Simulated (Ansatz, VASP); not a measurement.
# HfB: VASP beside Ansatz

INCAR

```
PREC = Accurate
ENCUT = 520
EDIFF = 1E-7
ISMEAR = 0
SIGMA = 0.15
LREAL = False
LASPH = True
NELM = 100
ALGO = Fast
ISIF = 2
LWAVE = False
LCHARG = False
GGA = PE
NBANDS = 14
```

Contents of KPOINTS:

```
Automatic mesh
0
Gamma
  16 16 16
```

The input POSCAR:

```
HfB
1.0
    0.0000000000      2.4168788130      2.4168788130
    2.4168788130      0.0000000000      2.4168788130
    2.4168788130      2.4168788130      0.0000000000
Hf B
1 1
Direct
    0.4985215256      0.5014784744      0.5014784744
    0.0244116501     -0.0244116501     -0.0244116501
```

Input for Ansatz:

```yaml
crystal:
  lattice:
    - [0.0, 2.416878813, 2.416878813]
    - [2.416878813, 0.0, 2.416878813]
    - [2.416878813, 2.416878813, 0.0]
  atoms:
    - { symbol: Hf, position: [0.4985215256, 0.5014784744, 0.5014784744] }
    - { symbol: B, position: [0.0244116501, -0.0244116501, -0.0244116501] }
basis:
  ecutwfc: 520.0
kpoints:
  mp_grid: { grid: [16, 16, 16] }
hamiltonian:
  xc: pbe
scf:
  occupations: { method: gaussian, width: 0.15 }
output:
  forces: true
  stress: true
  eigenvalues: true
```

Change from the starting cell: mode 4 frozen in at -0.118 Å, normal strain along x +0.0000.

Alike in both runs: task single point; functional PBE; k mesh 16 × 16 × 16; occupations gaussian, width 0.15 eV; no spin polarisation.

|  | VASP | Ansatz |
| --- | --- | --- |
| version | VASP 6.6.1 | Ansatz 0.2.0 |
| potentials or method | VASP PAW PBE potentials, release 64 (Hf_pv, B) | scalar-relativistic, plane waves, PAW |
| plane-wave cutoff (eV) | 520 | 520 |
| valence electrons in the cell | 13 | 29 |

Ansatz gave:

- gap on the k mesh at the Fermi level (eV): none
- pressure (GPa): 0.9
- largest component of the traceless stress (GPa): 2.24
- rms of the force components (eV/Å): 0.603

Question: What did VASP give for the same quantities?

Answer: gap on the k mesh at the Fermi level (eV): none; pressure (GPa): 1.0; largest component of the traceless stress (GPa): 2.27; rms of the force components (eV/Å): 0.603.

Atom by atom the forces differ by 0.000 eV/Å (rms over components). A gap of «none» marks a metal or a gap that the smearing closes. With one functional, cell and mesh, what is left measures potentials, basis and numerics. The two sets of potentials don't hold the same shells in valence.

Caveats: forces of over 1 eV/Å show positions far from the minimum, so gaps and moduli don't describe the material at rest. The runs have no spin-orbit coupling, so splittings on Hf are missing.
